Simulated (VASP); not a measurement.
**Input and output of a VASP r²SCAN single-point calculation on InSb (strained zincblende)**

INCAR

```
PREC = Accurate
NELM = 120
METAGGA = R2SCAN
ISIF = 2
LASPH = .TRUE.
ENCUT = 520
NBANDS = 16
NSW = 0
IBRION = -1
SIGMA = 0.02
LCHARG = .FALSE.
LWAVE = .FALSE.
LREAL = .FALSE.
ISMEAR = -1
EDIFF = 1E-7
ALGO = Normal
```

KPOINTS

```
KPOINTS created by Atomic Simulation Environment
0
Gamma
6 6 6
0 0 0
```

KPOINTS_OPT

```
special points
7
Reciprocal
0.0000000000 0.0000000000 0.0000000000 1
-0.5000000000 -0.5000000000 0.0000000000 1
-0.3750000000 -0.3750000000 0.2500000000 1
-0.3750000000 0.0000000000 0.3750000000 1
0.0000000000 0.0000000000 0.5000000000 1
-0.5000000000 -0.2500000000 0.2500000000 1
-0.0245770000 -0.0245770000 0.0000000000 1
```

POSCAR

```
In Sb
 1.0000000000000000
     0.0000000000000000    3.1483324968000002    3.4099222919000001
     3.1483324968000002    0.0000000000000000    3.4099222919000001
     3.1483324968000002    3.1483324968000002    0.0000000000000000
 In  Sb
   1   1
Cartesian
  0.0000000000000000  0.0000000000000000  0.0000000000000000
  1.5741662484000001  1.5741662484000001  1.7049611459500000
```

VASP ran with the recommended PBE PAW datasets (18 valence electrons in the cell).

Command

```
mpirun -np 1 vasp_std
```

OSZICAR

```
N       E                     dE             d eps       ncg     rms          rms(c)
DAV:   1     0.702931965248E+02    0.70293E+02   -0.80297E+03   960   0.115E+03
DAV:   2    -0.441465336242E+02   -0.11444E+03   -0.11066E+03  1072   0.286E+02
DAV:   3    -0.515594735390E+02   -0.74129E+01   -0.73847E+01  1200   0.758E+01
DAV:   4    -0.517750686367E+02   -0.21560E+00   -0.21553E+00  1304   0.144E+01
DAV:   5    -0.517857808282E+02   -0.10712E-01   -0.10712E-01  1392   0.256E+00    0.547E+00
DAV:   6    -0.487032550777E+02    0.30825E+01   -0.12732E+00  1224   0.208E+01    0.283E+00
DAV:   7    -0.486938390951E+02    0.94160E-02   -0.74130E-02  1160   0.253E+00    0.168E+00
DAV:   8    -0.487005072572E+02   -0.66682E-02   -0.26163E-02  1216   0.124E+00    0.503E-01
DAV:   9    -0.487004667956E+02    0.40462E-04   -0.21823E-03  1368   0.578E-01    0.172E-01
DAV:  10    -0.487004437406E+02    0.23055E-04   -0.36370E-04  1200   0.172E-01    0.640E-02
DAV:  11    -0.487004481378E+02   -0.43973E-05   -0.34789E-05  1288   0.811E-02    0.497E-02
DAV:  12    -0.487004496644E+02   -0.15266E-05   -0.42442E-06  1216   0.135E-02    0.167E-02
DAV:  13    -0.487004469607E+02    0.27037E-05   -0.33973E-06  1320   0.308E-02    0.579E-03
DAV:  14    -0.487004469049E+02    0.55815E-07   -0.72479E-08   896   0.251E-03
   1 F= -.48700447E+02 E0= -.48700344E+02  d E =-.204820E-03
       N       E                     dE             ncg
DAV:   1     0.104544345857E+04   -0.27782E+04      224
DAV:   2     0.227433879779E+03   -0.81801E+03      256
DAV:   3     0.175155296379E+03   -0.52279E+02      280
DAV:   4     0.173704400294E+03   -0.14509E+01      312
DAV:   5     0.173600297138E+03   -0.10410E+00      352
DAV:   6     0.173598586427E+03   -0.17107E-02      304
DAV:   7     0.173598454684E+03   -0.13174E-03      368
DAV:   8     0.173598453883E+03   -0.80034E-06      296
DAV:   9     0.173598453856E+03   -0.27010E-07      264
```

From OUTCAR

```
k-points           NKPTS =     30   k-points in BZ     NKDIM =     30   number of bands    NBANDS=     16

   NELECT =      18.0000    total number of electrons

   dimension x,y,z NGX =    36 NGY =   36 NGZ =   36
   dimension x,y,z NGXF=    72 NGYF=   72 NGZF=   72

  energy-cutoff  :      520.00
  volume of cell :       67.60
      direct lattice vectors                 reciprocal lattice vectors
     0.000000000  3.148332497  3.409922292    -0.158814230  0.158814230  0.146630907
     3.148332497  0.000000000  3.409922292     0.158814230 -0.158814230  0.146630907
     3.148332497  3.148332497  0.000000000     0.158814230  0.158814230 -0.146630907

 k-points in reciprocal lattice and weights: KPOINTS created by Atomic Simulation Env
   0.00000000  0.00000000  0.00000000       0.005
   0.16666667  0.00000000  0.00000000       0.037
   0.33333333  0.00000000  0.00000000       0.037
   0.50000000  0.00000000  0.00000000       0.019
   0.16666667  0.16666667  0.00000000       0.009
   0.33333333  0.16666667  0.00000000       0.037
   0.50000000  0.16666667  0.00000000       0.037
  -0.33333333  0.16666667  0.00000000       0.037
   ...

 E-fermi :   5.1897

 k-point     1 :       0.0000    0.0000    0.0000
  band No.  band energies     occupation
      1     -10.1398      2.00000
      2     -10.1221      2.00000
      3     -10.1221      2.00000
      4     -10.0323      2.00000
      5     -10.0220      2.00000
      6      -6.1544      2.00000
      7       4.6712      2.00000
      8       5.1443      1.81219
      9       5.1443      1.81218
     10       5.2190      0.37564
     11       8.1686      0.00000
     12       8.1687      0.00000
     13       8.3724      0.00000
     14      11.2039      0.00000
     15      12.9646      0.00000
     16      13.5314      0.00000

 k-point     2 :       0.1667    0.0000    0.0000
  band No.  band energies     occupation
      1     -10.1437      2.00000
      2     -10.1253      2.00000
      3     -10.1164      2.00000
      4     -10.0334      2.00000
      5     -10.0211      2.00000
      6      -5.8886      2.00000
      7       2.5516      2.00000
      8       4.4540      2.00000
      9       4.8376      2.00000
     10       6.2745      0.00000
     11       8.5746      0.00000
     12       8.6721      0.00000
     13       9.2142      0.00000
     14      12.1040      0.00000
     15      12.5939      0.00000
     16      13.0923      0.00000

 k-point     3 :       0.3333    0.0000    0.0000
  band No.  band energies     occupation
      1     -10.1672      2.00000
      2     -10.1167      2.00000
      3     -10.1060      2.00000
      4     -10.0347      2.00000
      5     -10.0177      2.00000
      6      -5.1987      2.00000
      7       0.2656      2.00000
      8       3.8830      2.00000
      9       4.4000      2.00000
     10       5.9357      0.00000
     11       9.0006      0.00000
     12       9.2447      0.00000
     13      11.2657      0.00000
     14      12.1429      0.00000
     15      13.1812      0.00000
     16      13.4116      0.00000

 k-point     4 :       0.5000    0.0000    0.0000
  band No.  band energies     occupation
      1     -10.1797      2.00000
      2     -10.1121      2.00000
      3     -10.1015      2.00000
      4     -10.0346      2.00000
      5     -10.0151      2.00000
      6      -4.6887      2.00000
      7      -0.8049      2.00000
      8       3.6549      2.00000
      9       4.2287      2.00000
     10       5.7514      0.00000
     11       8.9914      0.00000
     12       9.3029      0.00000
     13      11.5177      0.00000
     14      13.7474      0.00000
     15      14.5158      0.00000
     16      14.9007      0.00000

 k-point     5 :       0.1667    0.1667    0.0000
  band No.  band energies     occupation
      1     -10.1603      2.00000
      2     -10.1110      2.00000
      3     -10.1109      2.00000
      4     -10.0306      2.00000
      5     -10.0239      2.00000
      6      -5.8292      2.00000
      7       2.2765      2.00000
      8       4.2950      2.00000
      9       4.2950      2.00000
     10       7.2665      0.00000
     11       7.7391      0.00000
     12       9.5093      0.00000
     13       9.5093      0.00000
     14      11.0327      0.00000
     15      12.6861      0.00000
     16      14.5831      0.00000

 k-point     6 :       0.3333    0.1667    0.0000
  band No.  band energies     occupation
      1     -10.1764      2.00000
      2     -10.1055      2.00000
      3     -10.1000      2.00000
      4     -10.0305      2.00000
      5     -10.0243      2.00000
      6      -5.2890      2.00000
      7       0.6586      2.00000
      8       3.3343      2.00000
      9       3.8435      2.00000
     10       7.3686      0.00000
     11       8.3762      0.00000
     12       9.8924      0.00000
     13      10.3479      0.00000
     14      12.3091      0.00000
     15      13.8352      0.00000
     16      14.2569      0.00000

 k-point     7 :       0.5000    0.1667    0.0000
  band No.  band energies     occupation
      1     -10.1860      2.00000
      2     -10.1053      2.00000
      3     -10.0948      2.00000
      4     -10.0329      2.00000
      5     -10.0202      2.00000
      6      -4.6096      2.00000
      7      -0.6695      2.00000
      8       2.5081      2.00000
      9       3.8113      2.00000
     10       7.2183      0.00000
     11       8.7378      0.00000
     12      10.2155      0.00000
     13      11.5299      0.00000
     14      13.1716      0.00000
     15      14.4119      0.00000
     16      14.7194      0.00000

 k-point     8 :      -0.3333    0.1667    0.0000
  band No.  band energies     occupation
      1     -10.1806      2.00000
      2     -10.1085      2.00000
      3     -10.0992      2.00000
      4     -10.0368      2.00000
      5     -10.0171      2.00000
      6      -4.7421      2.00000
      7      -0.3402      2.00000
      8       2.3247      2.00000
      9       4.2008      2.00000
     10       7.2394      0.00000
     11       9.0476      0.00000
     12       9.6901      0.00000
     13      10.9604      0.00000
     14      12.8074      0.00000
     15      13.1876      0.00000
     16      15.1249      0.00000

 k-point     9 :      -0.1667    0.1667    0.0000
  band No.  band energies     occupation
      1     -10.1590      2.00000
      2     -10.1184      2.00000
      3     -10.1100      2.00000
      4     -10.0370      2.00000
      5     -10.0183      2.00000
      6      -5.4494      2.00000
      7       1.2956      2.00000
      8       2.9731      2.00000
      9       4.7572      2.00000
     10       7.1728      0.00000
     11       8.5777      0.00000
     12       8.9159      0.00000
     13      10.0741      0.00000
     14      12.1925      0.00000
     15      13.2018      0.00000
     16      13.7944      0.00000

 k-point    10 :       0.3333    0.3333    0.0000
  band No.  band energies     occupation
      1     -10.1967      2.00000
      2     -10.0881      2.00000
      3     -10.0881      2.00000
      4     -10.0308      2.00000
      5     -10.0273      2.00000
      6      -4.9490      2.00000
      7      -0.0901      2.00000
      8       3.2924      2.00000
      9       3.2924      2.00000
     10       6.9226      0.00000
     11       7.5456      0.00000
     12      11.8963      0.00000
     13      11.8963      0.00000
     14      12.1633      0.00000
     15      15.3061      0.00000
     16      15.3630      0.00000

 k-point    11 :       0.5000    0.3333    0.0000
  band No.  band energies     occupation
      1     -10.2034      2.00000
      2     -10.0870      2.00000
      3     -10.0822      2.00000
      4     -10.0302      2.00000
      5     -10.0285      2.00000
      6      -4.3782      2.00000
      7      -0.9449      2.00000
      8       2.3074      2.00000
      9       3.1789      2.00000
     10       7.1339      0.00000
     11       8.3917      0.00000
     12      11.4526      0.00000
     13      12.2203      0.00000
     14      13.9404      0.00000
     15      15.2897      0.00000
     16      15.6137      0.00000

 k-point    12 :      -0.3333    0.3333    0.0000
  band No.  band energies     occupation
      1     -10.1952      2.00000
      2     -10.0974      2.00000
      3     -10.0872      2.00000
      4     -10.0340      2.00000
      5     -10.0233      2.00000
      6      -4.2517      2.00000
      7      -0.9205      2.00000
      8       1.5514      2.00000
      9       3.5595      2.00000
     10       7.4361      0.00000
     11      10.1427      0.00000
     12      11.1717      0.00000
     13      11.3466      0.00000
     14      11.9657      0.00000
     15      13.4061      0.00000
     16      15.8822      0.00000

 ...

  Total        1.2063688      1.2063688      0.0091289      0.0000000     -0.0000000      0.0000000
  in kB       28.5926899     28.5926899      0.2163689      0.0000000     -0.0000000      0.0000000
  external PRESSURE =      19.1339163 kB  Pullay stress =       0.0000000 kB

 POSITION                                       TOTAL-FORCE (eV/Angst)
 -----------------------------------------------------------------------------------
      0.00000      0.00000      0.00000         0.000000      0.000000     -0.000000
      1.57417      1.57417      1.70496        -0.000000     -0.000000      0.000000
 -----------------------------------------------------------------------------------
    total drift:                               -0.000006     -0.000006      0.000005

  FREE ENERGIE OF THE ION-ELECTRON SYSTEM (eV)
  ---------------------------------------------------
  free  energy   TOTEN  =       -48.7004469049 eV

  energy  without entropy=      -48.7002420845  energy(sigma->0) =      -48.70034449
```

```
gap between bands v and c : 0.07 eV
least direct gap          : 0.07 eV
pressure                  : 1.9 GPa
```

Band v is the last that the valence electrons fill when counted band by band, and c is the next.

The run took about 90 s on one core of a shared host (Intel Xeon Platinum 8488C) and held 0.23 GiB at most.
